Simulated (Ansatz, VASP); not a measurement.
## Mg2ZnO3: VASP beside Ansatz

```
CELL_PARAMETERS angstrom
3.03300 0.00000 0.00000
-1.51650 2.62665 0.00000
0.00000 0.00000 7.40332
ATOMIC_POSITIONS crystal
Mg 0.33333 0.66667 0.66580
Mg 0.66667 0.33333 0.33420
Zn 0.00000 0.00000 0.00000
O 0.33333 0.66667 0.17262
O 0.66667 0.33333 0.82738
O 0.00000 0.00000 0.50000
```

The cell comes from a database or a generator and needn't be the stable form of this composition.

Alike in both runs: task single point; functional PBEsol; k mesh 8 × 8 × 3; no spin polarisation.

```csv
,VASP,Ansatz
version,VASP 6.6.1,Ansatz 0.2.0
potentials or method,"VASP PAW PBE potentials, release 64 (Mg, Zn, O)","plane waves, PAW"
plane-wave cutoff (eV),520,420
occupations,"gaussian, width 0.01 eV",fixed
valence electrons in the cell,34,50
```

Ansatz gave:

| Quantity | Value |
| --- | --- |
| gap on the k mesh at the Fermi level (eV) | 2.82 |

Q: What did VASP give for the same quantities?

A: gap on the k mesh at the Fermi level (eV): 2.80.

The two sets of potentials don't hold the same shells in valence.

Caveats: an odd mesh through Γ misses points on the zone boundary, where band edges often lie. Expect the measured gap to be larger: semilocal functionals such as PBEsol lack the derivative discontinuity.
